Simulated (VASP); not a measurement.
BaTiO3:

```
Ba Ti O
1.0
     3.96714    0.00000    0.00000
     0.00000    3.96714    0.00000
     0.00000    0.00000    4.06567
Ba Ti O
1 1 3
Direct
  0.00000 0.00000 0.99860
  0.50000 0.50000 0.48193
  0.50000 0.50000 0.02910
  0.50000 0.00000 0.51669
  0.00000 0.50000 0.51669
```

Base run:

- Program: VASP 6.6.1
- Functional: r2SCAN
- Potentials or basis: VASP PAW PBE potentials, release 64 (Ba_sv, Ti_sv, O)
- Cutoff: 520 eV
- k mesh: 8 × 8 × 8
- Occupations: gaussian, width 0.03 eV
- Spin: no spin polarisation

Its results: band gap on the k mesh 2.21 eV, indirect (least direct gap 2.65 eV); pressure 3.5 GPa; largest force 0.091 eV/Å.

Problem. The run is repeated on the same cell with these changes: functional from r2SCAN to LDA; potentials or basis from VASP PAW PBE potentials, release 64 (Ba_sv, Ti_sv, O) to VASP PAW LDA potentials, release 64 (Ba_sv, Ti_sv, O). What comes out?

Solution. Band gap on the k mesh 1.72 eV, indirect (least direct gap 2.15 eV); pressure -4.4 GPa; largest force 0.068 eV/Å.

Caveats: spin-orbit coupling is left out, which moves the levels of the heavy elements; the PAW data sets were made with another functional, which shifts forces and pressure a little (some runs).
